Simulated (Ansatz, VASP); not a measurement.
**Cross-check of Cu (Cu wire along [100], 12 atoms a period) between VASP and Ansatz**

Aim: how closely do two programs agree when they are given the same cell, functional and k mesh? The structure shown is the start of the Ansatz relaxation below; VASP solves that cell, so the two are compared at the walk's first step.

Method: plane waves, with VASP 6.6.1 beside it; single point at PBE, in Ansatz 0.2.0.

**1. Starting point**

The cell holds 12 atoms: 12 Cu. Its edges and angles: a = 12.245 Å, b = 12.245 Å, c = 3.630 Å, α = 90.0°, β = 90.0°, γ = 90.0°. Vacuum lies along a and b. The structure's axis is c.

**2. Ansatz: relaxation, PBE**

Ansatz runs on its PAW soft_1 files.

The two programs are compared at the cell with which this relaxation starts, whose forces are those of its first step.

input.yaml reads:

```yaml
crystal:
  lattice:
    - [12.245, 0.0, 0.0]
    - [0.0, 12.245, 0.0]
    - [0.0, 0.0, 3.63]
  atoms:
    - { symbol: Cu, position: [0.277664353, 0.574111882, 0.0] }
    - { symbol: Cu, position: [0.425888118, 0.425888118, 0.0] }
    - { symbol: Cu, position: [0.425888118, 0.722335647, 0.0] }
    - { symbol: Cu, position: [0.574111882, 0.277664353, 0.0] }
    - { symbol: Cu, position: [0.574111882, 0.574111882, 0.0] }
    - { symbol: Cu, position: [0.722335647, 0.425888118, 0.0] }
    - { symbol: Cu, position: [0.277664353, 0.425888118, 0.5] }
    - { symbol: Cu, position: [0.425888118, 0.277664353, 0.5] }
    - { symbol: Cu, position: [0.425888118, 0.574111882, 0.5] }
    - { symbol: Cu, position: [0.574111882, 0.425888118, 0.5] }
    - { symbol: Cu, position: [0.574111882, 0.722335647, 0.5] }
    - { symbol: Cu, position: [0.722335647, 0.574111882, 0.5] }
kpoints:
  mp_grid: { grid: [1, 1, 23] }
scf:
  occupations: { method: fermi_dirac, width: 0.05 }
hamiltonian:
  xc: pbe
  pseudopotentials: { kind: paw, azcp: { folder: soft_1 } }
relax:
  cell: { fix: [a, b, alpha, beta, gamma] }
  max_steps: 45
  f_tol: 0.03
```

The run is started by

```console
$ ansatz run input.yaml --threads 4 --pin off --max-ram 16384MiB --backend cpu --events-out ev --progress --plain --runs-dir out
```

Numbers of over 12 decimals in the logs are rounded to 6 here.

The program printed:

```text
Engine: ansatz 0.2.0, aarch64-unknown-linux-gnu
Pseudopotentials: kind: paw
Pseudopotential: Cu, paw, valence charge 19, recommended cutoff 420 eV (normal), soft_1/Cu.paw.azcp
Functional definition: PBE
  parameter kappa = 0.804
  parameter beta = 0.066725
  exchange = pbe_x(kappa = kappa, mu = beta*pi^2/3)
  correlation = pbe_c(beta = beta)
Crystal: 12 atoms, lattice volume = 544.282 Å³
Basis set: ecut = 420 eV, 10621 PW (Γ), exchange–correlation on 180×180×50 points (8 copies of the dense FFT grid, shifted against one another)
Bands: 137, of which v1, the nominal top of the filled ones, is band 114 counted from 1 (113 counted from 0)
Symmetry: 16 space group operations
Space group: P42/mcm (ITA 132), of the structure as read, at distance tolerance 8.2e-5 Å
k-points: 12 of 23
Non-local potential: Cu, projectors of the file, l = 0: 3, l = 1: 2, l = 2: 3, l = 3: 1
PAW form: soft (Blöchl's): semilocal exchange-correlation on the pseudo side does not see the compensation charge
PAW one-centre angular grid: Cu, 590 points (default); XC on 64 Gauss nodes
Initial density: superposition of atomic densities (neutral atoms: chi_scale 0, normalization atom)
Initial wavefunctions: pseudopotential atomic-orbital guess
Functional: x = pbe(κ = 0.804, μ = 0.219515), c = pbe(β = 0.066725)
SCF iter   1: F=—  HF=-79500.536669 eV  |F-HF|=—  |Δ(HF+E_count)|=         —  Δρ=1.03e-1  dr2=3.80e1  ethr=3.10e-3  ⟨swp⟩=7.9  Hψ=6902  notcnv=0  defer=24
preconditioner: auto → LDOS  [metal: Δε(μ)=0.011 eV  Ē_g=5.987 eV  σ=0.050 eV  W_gap=0.05  n_scr=126 (ndim 8)  ℏωp=18.3 eV  f_vac=0.626  D(μ)=5.84/eV (n_scr^D=20)  β→1.0]
SCF iter   2: F=—  HF=-79535.533792 eV  |F-HF|=—  |Δ(HF+E_count)|=    3.50e1  Δρ=2.04e-1  dr2=1.30e2  ethr=3.10e-3  ⟨swp⟩=4.1  Hψ=4972  notcnv=0  defer=163  recentre
SCF iter   3: F=—  HF=-79493.931667 eV  |F-HF|=—  |Δ(HF+E_count)|=    4.16e1  Δρ=3.02e-2  dr2=3.26e0  ethr=3.10e-3  ⟨swp⟩=4.0  Hψ=4473  notcnv=0  defer=157
SCF iter   4: F=—  HF=-79493.375620 eV  |F-HF|=—  |Δ(HF+E_count)|=   5.56e-1  Δρ=1.10e-2  dr2=3.84e-1  ethr=1.43e-3  ⟨swp⟩=2.1  Hψ=2787  notcnv=0  defer=152
SCF iter   5: F=—  HF=-79493.312722 eV  |F-HF|=—  |Δ(HF+E_count)|=   6.29e-2  Δρ=2.71e-3  dr2=2.11e-2  ethr=1.69e-4  ⟨swp⟩=2.0  Hψ=2767  notcnv=0  defer=152
SCF iter   6: F=—  HF=-79493.331038 eV  |F-HF|=—  |Δ(HF+E_count)|=   1.83e-2  Δρ=1.05e-3  dr2=6.76e-3  ethr=9.26e-6  ⟨swp⟩=2.0  Hψ=2408  notcnv=0  defer=152
SCF iter   7: F=—  HF=-79493.332742 eV  |F-HF|=—  |Δ(HF+E_count)|=   1.70e-3  Δρ=2.44e-4  dr2=2.56e-4  ethr=2.96e-6  ⟨swp⟩=2.0  Hψ=2349  notcnv=0  defer=152
SCF iter   8: F=—  HF=-79493.332828 eV  |F-HF|=—  |Δ(HF+E_count)|=   8.59e-5  Δρ=7.36e-5  dr2=2.43e-5  ethr=1.12e-7  ⟨swp⟩=2.0  Hψ=2312  notcnv=0  defer=152
SCF iter   9: F=—  HF=-79493.332948 eV  |F-HF|=—  |Δ(HF+E_count)|=   1.20e-4  Δρ=1.74e-5  dr2=1.56e-6  ethr=1.06e-8  ⟨swp⟩=2.0  Hψ=2293  notcnv=0  defer=152
SCF iter  10: F=—  HF=-79493.332948 eV  |F-HF|=—  |Δ(HF+E_count)|=   4.96e-7  Δρ=1.04e-5  dr2=3.94e-7  ethr=6.83e-10  ⟨swp⟩=2.0  Hψ=2297  notcnv=0  defer=152
SCF iter  11: F=-79493.332948 eV  HF=-79493.332948 eV  |F-HF|=1.09e-8  |Δ(HF+E_count)|=   2.17e-8  Δρ=1.75e-6  dr2=1.26e-8  ethr=4.39e-11  ⟨swp⟩=4.7  Hψ=5263  notcnv=0
SCF 1 converged in 11 iterations: F = -79493.332948 eV  dr2 = 1.26e-8
  greatest PAW one-centre occupation: 1.000 electrons in one spin orbital (limit 2), on the Cu atom at site 11 (counted from 0), in its partial waves of l = 0
relax step   1: F+E_penalty+E_count = -79493.33294806 eV  Δ(F+E_penalty+E_count) = +0.000e0 eV  max|allowed force component| = 5.734e-1 eV/Å  Δτ_max = 0.0000 Å  P = -2.214 GPa  Ω = 544.282 Å³  fix = [a, b, alpha, beta, gamma]  reactions: a -1.926, b -1.926 GPa  (11 SCF iters, dr2 threshold 1.00e-7 eV, accepted)
[...]
relax step  11: F+E_penalty+E_count = -79494.90823028 eV  Δ(F+E_penalty+E_count) = -4.616e-2 eV  max|allowed force component| = 5.994e-2 eV/Å  Δτ_max = 0.0234 Å  P = +0.209 GPa  Ω = 381.726 Å³  energy of the carried Pulay correction = +4.630e-2 eV  fix = [a, b, alpha, beta, gamma]  reactions: a +0.268, b +0.268 GPa  (7 SCF iters, dr2 threshold 1.20e-6 eV, accepted)
[...]
relax step  12: F+E_penalty+E_count = -79494.91129573 eV  Δ(F+E_penalty+E_count) = -3.065e-3 eV  max|allowed force component| = 2.385e-2 eV/Å  Δτ_max = 0.0237 Å  P = -0.061 GPa  Ω = 380.381 Å³  energy of the carried Pulay correction = +4.675e-2 eV  fix = [a, b, alpha, beta, gamma]  reactions: a -0.105, b -0.105 GPa  (9 SCF iters, dr2 threshold 2.25e-7 eV, accepted)
[...]
relax step  13: F+E_penalty+E_count = -79494.88724817 eV  Δ(F+E_penalty+E_count) = +2.405e-2 eV  max|allowed force component| = 2.364e-2 eV/Å  Δτ_max = 0.0000 Å  P = -0.082 GPa  Ω = 380.381 Å³  fix = [a, b, alpha, beta, gamma]  reactions: a -0.115, b -0.115 GPa  stress off target by 1.67e-2 GPa on what of the cell is left free  SCF on the basis re-selected at this cell (its energy is not comparable with the rows above)  (11 SCF iters)
basis re-selected at this cell: Δ(F+E_penalty+E_count) = +2.405e-2 eV, ΔP = -0.021 GPa vs the last step (what re-selecting the basis moved, of the pressure what is left beyond the Pulay correction that the steps carried, after the strain that the cell walked since its last selection, with what the two solves' SCF thresholds leave and, on support functions, any second-order correction that the steps lacked; it is no measure of the basis error at this ecutwfc). The dense FFT grid was sized anew with the basis: this SCF ran on 90×90×18 points, the steps before it on 90×90×25, so part of this shift can come from that change (see relax.cell in the input reference). [rest of the remark cut]
SCF converged after 11 iterations
Free energy (F): -79494.887248 eV
Harris-Foulkes:  -79494.887248 eV  (|F-HF|=0.00e0)
Internal energy: -79494.851426 eV  (E = F + TS)
E sigma→0 (E₀):  -79494.869337 eV
Entropy (-TS):   -0.035822 eV (-2.985 meV/atom)
Fermi energy:    3.449815 eV
--- Per-component energies (eV) ---
  E_band       = -7281.620799
  E_kinetic    = 3137.659469
  E_local      = -181889.260617  (includes V_loc(G=0)·N_el)
  E_nonlocal   = 10732.045919
  E_hartree    = 85384.078899
  E_xc         = -813.417612
  E_vxc        = -1048.941212  (∫ρ·V_xc dr)
  E_paw        = -21824.907567  (= ΣΔE_a)
  E_vpaw       = -8981.293940  (= ΣTr[D̂ρ^β])
  E_aug_tail   = 0.011839  (compensation charges beyond the density's cutoff)
  E_ewald      = 25778.938245
  E_smearing   = -0.035822  (= −TS)
  E_closure    = -0.000000  (closes the sum)
  Σ components = -79494.887248   (vs F -79494.887248, Δ=0.00e0)
--- Forces (eV/Å), atoms counted from 1 ---
  atom   1  Cu     0.02363732    -0.00850770     0.00000000
  atom   2  Cu     0.00000410     0.00000410     0.00000000
  atom   3  Cu     0.00850770    -0.02363732     0.00000000
  atom   4  Cu    -0.00850770     0.02363732     0.00000000
  atom   5  Cu    -0.00000410    -0.00000410     0.00000000
  atom   6  Cu    -0.02363732     0.00850770     0.00000000
  atom   7  Cu     0.02363732     0.00850770     0.00000000
  atom   8  Cu     0.00850770     0.02363732     0.00000000
  atom   9  Cu     0.00000410    -0.00000410     0.00000000
  atom  10  Cu    -0.00000410     0.00000410     0.00000000
  atom  11  Cu    -0.00850770    -0.02363732     0.00000000
  atom  12  Cu    -0.02363732    -0.00850770     0.00000000
  max |Σ_I F_I| component: 1.04e-17 eV/Å
--- Stress (GPa, compression-positive) ---
       -0.114676       0.000000       0.000000
        0.000000      -0.114676       0.000000
        0.000000       0.000000      -0.016674
  P = ⅓ Tr σ = -0.0820 GPa (-0.820 kbar)
--- Relaxed structure (12 steps of the walk, 12 accepted, 1 SCFs on fresh bases) ---
  F+E_penalty+E_count = -79494.88724817 eV   max|allowed force component| = 2.364e-2 eV/Å   (the final SCF, on the basis selected at the relaxed cell)
  cell:  # Å, volume = 380.3808 Å³
    - [12.245, 0.0, 0.0]
    - [0.0, 12.245, 0.0]
    - [0.0, 0.0, 2.536887]
  atoms:
    - { symbol: Cu, position: [0.242376, 0.588159, 0.0] }
    - { symbol: Cu, position: [0.412812, 0.412812, 0.0] }
    - { symbol: Cu, position: [0.411841, 0.757624, 0.0] }
    - { symbol: Cu, position: [0.588159, 0.242376, 0.0] }
    - { symbol: Cu, position: [0.587188, 0.587188, 0.0] }
    - { symbol: Cu, position: [0.757624, 0.411841, 0.0] }
    - { symbol: Cu, position: [0.242376, 0.411841, 0.5] }
    - { symbol: Cu, position: [0.411841, 0.242376, 0.5] }
    - { symbol: Cu, position: [0.412812, 0.587188, 0.5] }
    - { symbol: Cu, position: [0.587188, 0.412812, 0.5] }
    - { symbol: Cu, position: [0.588159, 0.757624, 0.5] }
    - { symbol: Cu, position: [0.757624, 0.588159, 0.5] }
```

In the SCF lines HF is the Harris–Foulkes energy and dr2 the Hartree energy of the density residual, in eV; the loop may stop once dr2 is under the threshold and the program's other checks hold. Hψ counts applications of the Hamiltonian.

**3. VASP: single point, PBE, start cell**

The same cell, functional, mesh and smearing now go to VASP, with its own data sets.

Lines of VASP's logs that name or quote its potential files are left out, and so is its time.

INCAR reads:

```
SYSTEM = Cu
PREC = Accurate
ENCUT = 520
EDIFF = 1E-06
NELM = 120
ISMEAR = -1
SIGMA = 0.05
LREAL = .FALSE.
ALGO = Normal
GGA = PE
NBANDS = 81
LASPH = .TRUE.
LORBIT = 11
LWAVE = .FALSE.
LCHARG = .FALSE.
ISIF = 2
GGA_COMPAT = .FALSE.
KPAR = 2
```

POSCAR reads:

```
Cu
1.0
   12.2450000000      0.0000000000      0.0000000000
    0.0000000000     12.2450000000      0.0000000000
    0.0000000000      0.0000000000      3.6300000000
Cu
12
Direct
    0.2776643528      0.5741118824      0.0000000000
    0.4258881176      0.4258881176      0.0000000000
    0.4258881176      0.7223356472      0.0000000000
    0.5741118824      0.2776643528      0.0000000000
    0.5741118824      0.5741118824      0.0000000000
    0.7223356472      0.4258881176      0.0000000000
    0.2776643528      0.4258881176      0.5000000000
    0.4258881176      0.2776643528      0.5000000000
    0.4258881176      0.5741118824      0.5000000000
    0.5741118824      0.4258881176      0.5000000000
    0.5741118824      0.7223356472      0.5000000000
    0.7223356472      0.5741118824      0.5000000000
```

KPOINTS reads:

```
Automatic mesh
0
Gamma
1 1 23
0 0 0
```

The projector-augmented-wave data sets are Cu (PBE family, release 64).

The run is started by

```console
$ mpirun -np 2 vasp_std
```

The program printed:

```text
[banner, memory and clock lines left out]
running    2 mpi-ranks, on    1 nodes
 distrk:  each k-point on    1 cores,    2 groups
 distr:  one band on    1 cores,    1 groups

 POSCAR found type information on POSCAR Cu
 POSCAR found :  1 types and      12 ions
 LDA part: xc-table for (Slater+PW92), standard interpolation
 POSCAR, INCAR and KPOINTS ok, starting setup
 FFT: planning ... GRIDC
 FFT: planning ... GRID_SOFT
 FFT: planning ... GRID
 WAVECAR not read
 entering main loop
       N       E                     dE             d eps       ncg     rms          rms(c)
DAV:   1     0.110968589596E+04    0.11097E+04   -0.53206E+04  1944   0.177E+03
DAV:   2     0.641274776386E+02   -0.10456E+04   -0.10135E+04  1944   0.387E+02
DAV:   3    -0.382876343150E+02   -0.10242E+03   -0.94375E+02  2071   0.177E+02
DAV:   4    -0.431102677775E+02   -0.48226E+01   -0.47366E+01  2221   0.486E+01
DAV:   5    -0.432536823223E+02   -0.14341E+00   -0.14316E+00  2391   0.615E+00    0.205E+01
DAV:   6    -0.393741868704E+02    0.38795E+01   -0.85239E+01  2208   0.105E+02    0.113E+01
DAV:   7    -0.361853822882E+02    0.31888E+01   -0.17036E+01  2269   0.705E+01    0.374E+00
DAV:   8    -0.361249959398E+02    0.60386E-01   -0.36825E+00  2228   0.439E+01    0.171E+00
DAV:   9    -0.361942635228E+02   -0.69268E-01   -0.15968E+00  2509   0.148E+01    0.236E+00
DAV:  10    -0.361925813660E+02    0.16822E-02   -0.15936E+00  2319   0.130E+01    0.216E+00
DAV:  11    -0.361262150384E+02    0.66366E-01   -0.13750E-01  2311   0.410E+00    0.137E+00
DAV:  12    -0.360954371441E+02    0.30778E-01   -0.79944E-02  2295   0.310E+00    0.510E-01
DAV:  13    -0.360918443900E+02    0.35928E-02   -0.66291E-02  2582   0.292E+00    0.287E-01
DAV:  14    -0.360906396125E+02    0.12048E-02   -0.72659E-03  2350   0.165E+00    0.158E-01
DAV:  15    -0.360908879632E+02   -0.24835E-03   -0.60951E-03  2152   0.898E-01    0.877E-02
DAV:  16    -0.360910124063E+02   -0.12444E-03   -0.11438E-03  2153   0.367E-01    0.213E-02
DAV:  17    -0.360914391058E+02   -0.42670E-03   -0.95248E-05  2368   0.859E-02    0.132E-02
DAV:  18    -0.360914573489E+02   -0.18243E-04   -0.69182E-05  2172   0.957E-02    0.144E-02
DAV:  19    -0.360914644203E+02   -0.70714E-05   -0.26637E-05  2247   0.610E-02    0.415E-03
DAV:  20    -0.360914642871E+02    0.13318E-06   -0.17898E-06  1355   0.348E-02
   1 F= -.36091464E+02 E0= -.36077103E+02  d E =-.287222E-01
```

(Continued in part 2 of 2.)

[Lines on the potential files, build, host, timing and source positions are cut from VASP's logs without a mark.]

[Logs are printed without paths, hosts, clocks, repeated set-up lines and the standing remarks that a program may print on its own settings, such as how far it seeks lower states.]

[Hosts, paths, dates, database ids (printed as entryN), source tags and the programs' standing remarks are cut or masked in the printed files.]
